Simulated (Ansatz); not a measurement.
**Band table of Hg (simple hexagonal type)**

```yaml
crystal:
  lattice:
    - [3.02386, 0.00000, 0.00000]
    - [-1.51193, 2.61874, 0.00000]
    - [0.00000, 0.00000, 2.85882]
  atoms:
    - { symbol: Hg, position: [0.00000, 0.00000, 0.00000] }
```

The cell comes from a relaxation on PAW files under the same functional, begun from a prototype that needn't be the stable phase.

Level of theory: DFT with PBE, scalar-relativistic, in Ansatz 0.2.0; a Γ-centred 13×13×12 k mesh, Fermi–Dirac smearing of 0.1 eV, no spin polarisation. LAPW: all electrons, basis error target 1 meV/atom.

This run: volume at 0.8 of the series' base cell.

Spin–orbit coupling is left out, which matters for the heavy atoms.

Path points, in fractions of the reciprocal vectors: Γ (0.000, 0.000, 0.000), M (0.500, 0.000, 0.000), K (0.333, 0.333, 0.000), A (0.000, 0.000, 0.500), L (0.500, 0.000, 0.500), H (0.333, 0.333, 0.500). Levels in eV from the Fermi level; bands 17 to 25, counted from the lowest band of the run. The gap is zero, the pressure 9.81 GPa.

```
# k(1/Å) point b17 b18 b19 b20 b21 b22 b23 b24 b25
0.000 Γ -9.64 -8.76 -7.45 -7.45 -6.02 -6.02 10.38 13.02 13.96
0.300 - -9.24 -8.66 -7.54 -7.25 -6.15 -6.05 10.77 10.97 12.75
0.600 - -8.68 -8.38 -7.13 -6.72 -6.44 -6.11 6.28 10.68 12.60
0.900 - -8.53 -8.46 -6.72 -6.17 -6.13 -5.01 1.95 9.02 13.77
1.200 M -8.64 -8.39 -6.82 -6.20 -5.86 -2.04 -1.73 8.37 13.97
1.373 - -8.52 -8.38 -6.81 -6.23 -6.05 -1.72 -1.72 7.32 14.98
1.546 - -8.37 -8.20 -6.76 -6.47 -6.33 -1.67 -0.92 5.31 15.41
1.719 - -8.35 -7.76 -6.94 -6.68 -6.46 -1.53 0.18 3.22 16.10
1.892 K -8.34 -7.34 -7.34 -6.58 -6.58 -1.38 1.46 1.46 17.03
2.239 - -8.39 -7.80 -7.11 -6.68 -6.36 -3.39 2.03 4.43 15.60
2.585 - -8.59 -7.81 -7.77 -6.50 -6.17 -5.97 5.82 7.81 13.30
2.931 - -9.13 -8.62 -7.59 -7.15 -6.19 -6.06 10.50 11.17 11.35
3.278 Γ -9.64 -8.76 -7.45 -7.45 -6.02 -6.02 10.38 13.02 13.96
3.552 - -9.36 -8.48 -7.42 -7.42 -6.16 -6.16 7.89 13.26 14.59
3.827 - -8.92 -7.36 -7.36 -7.35 -6.47 -6.47 4.19 13.95 16.32
4.102 - -8.62 -7.30 -7.30 -6.76 -6.76 -5.28 0.66 14.92 17.38
4.376 A -8.50 -7.27 -7.27 -6.88 -6.88 -2.55 -2.54 15.51 16.71
4.676 - -8.18 -7.33 -7.22 -7.08 -6.93 -2.44 -1.89 15.21 15.25
4.976 - -7.95 -7.82 -7.03 -6.83 -6.58 -1.96 -0.39 10.88 12.21
5.276 - -8.28 -8.17 -7.14 -6.03 -5.80 -0.65 1.30 6.11 9.73
5.576 L -8.44 -8.28 -7.18 -5.78 -5.37 1.59 2.20 2.62 8.59
5.749 - -8.40 -8.16 -7.26 -5.91 -5.39 1.87 2.36 2.66 8.62
5.922 - -8.30 -7.85 -7.46 -6.23 -5.43 2.65 2.78 2.79 8.72
6.096 - -8.15 -7.72 -7.41 -6.62 -5.49 3.04 3.28 3.79 7.23
6.269 H -7.95 -7.95 -7.00 -7.00 -5.53 3.32 3.54 5.20 5.20
6.615 - -8.18 -7.52 -7.48 -6.84 -5.46 0.63 2.36 6.27 8.54
6.961 - -7.93 -7.55 -7.33 -7.16 -6.06 -1.63 0.20 10.46 12.12
7.308 - -8.07 -7.38 -7.30 -6.99 -6.95 -2.39 -1.69 14.98 15.28
7.654 A -8.50 -7.27 -7.27 -6.88 -6.88 -2.55 -2.54 15.51 16.71
```
